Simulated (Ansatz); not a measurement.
Runs of Ansatz 0.2.0 on ZnS. Symmetry: F-43m, No. 216, cubic system. The conventional cell has a = 5.404 Å, b = 5.404 Å, c = 5.404 Å, α = 90.00°, β = 90.00°, γ = 90.00°. Zn (site symmetry -43m) is surrounded by 4 S at 2.34 Å. Around S (site symmetry -43m) lie 4 Zn at 2.34 Å. 

```tsv
task	level	potentials or basis	cell	cutoff (eV)	smearing	points for each segment of the path	gap on the mesh (eV)	pressure (GPa)	relaxed volume (Å³/atom)
band structure	PBEsol	Ansatz PAW	as given	420	fermi-dirac 0.05 eV	14	1.97	-2.0	-
relaxation of cell and atoms	BLYP+D3(BJ)	Ansatz PAW	relaxed	420	fermi-dirac 0.05 eV	-	2.14	0.0	19.51
band structure	LDA	JTH PAW LDA	as given	960	fermi-dirac 0.05 eV	14	(a)	-4.6	-
band structure	SVWN5	Ansatz PAW	as given	420	fermi-dirac 0.05 eV	14	1.86	-4.6	-
relaxation of cell and atoms	r2SCAN+D4	Ansatz PAW	relaxed	500	fermi-dirac 0.05 eV	-	(b)	0.0	19.34
relaxation of cell and atoms	revPBE	Ansatz PAW	relaxed	420	fermi-dirac 0.05 eV	-	2.03	0.0	20.71
Born charges and dielectric tensor	PBEsol	Ansatz PAW	as given	420	fixed	-	1.97	-	-
```

Alike in all rows: no spin polarisation; k mesh 9 × 9 × 9.

Q: Estimate the missing entries.

A: (a) 1.85; (b) 2.76.

Caveats: the PAW data sets come from PBE, with cores solved anew for the run's functional, which leaves a small shift of forces and pressure (some runs); odd divisions of the mesh miss points on the zone boundary, where band edges often lie, so the gap on the mesh can be too wide (some runs); the plane-wave basis is chosen anew once the cell has moved, so the energies of steps on either side of that aren't comparable (some runs).

A k mesh can miss the band edges.

Runs at the PBE level aren't shown here.
